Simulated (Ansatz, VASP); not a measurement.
# CuO (Tenorite): VASP beside Ansatz

```
CELL_PARAMETERS angstrom
2.11246 -2.11600 0.16573
2.11246 2.11600 0.16573
-0.40607 0.00000 5.17832
ATOMIC_POSITIONS crystal
Cu 0.00000 0.50000 0.00000
Cu 0.50000 0.00000 0.50000
O 0.49999 0.50001 0.25000
O 0.50001 0.49999 0.75000
```

Alike in both runs: task relaxation of shape and atoms at fixed volume; functional PBE; k mesh 12 × 12 × 8; occupations gaussian, width 0.05 eV; no spin polarisation.

```csv
,VASP,Ansatz
version,VASP 6.6.1,Ansatz 0.2.0
potentials or method,"VASP PAW PBE potentials, release 64 (Cu, O)","scalar-relativistic, plane waves, PAW"
plane-wave cutoff (eV),600,420
valence electrons in the cell,34,50
```

```tsv
	VASP	Ansatz	Ansatz less VASP
gap on the k mesh at the Fermi level, each at its own relaxed structure (eV)	none	none	-
relaxed volume (Å³/atom)	11.64	11.64	0.000
relaxed cell length with the largest relative difference (Å)	5.178	5.170	-0.0085
```

A gap of «none» marks a metal or a gap that the smearing closes. The two sets of potentials don't hold the same shells in valence.

Caveats: the run has no spin polarisation, though such a crystal can be magnetic; semilocal functionals often make such compounds metallic where correlation or magnetic order opens a gap, which also shifts bond lengths. With open d or f shells a metallic result of PBE can be an artefact of self-interaction; +U or a hybrid may open a gap.
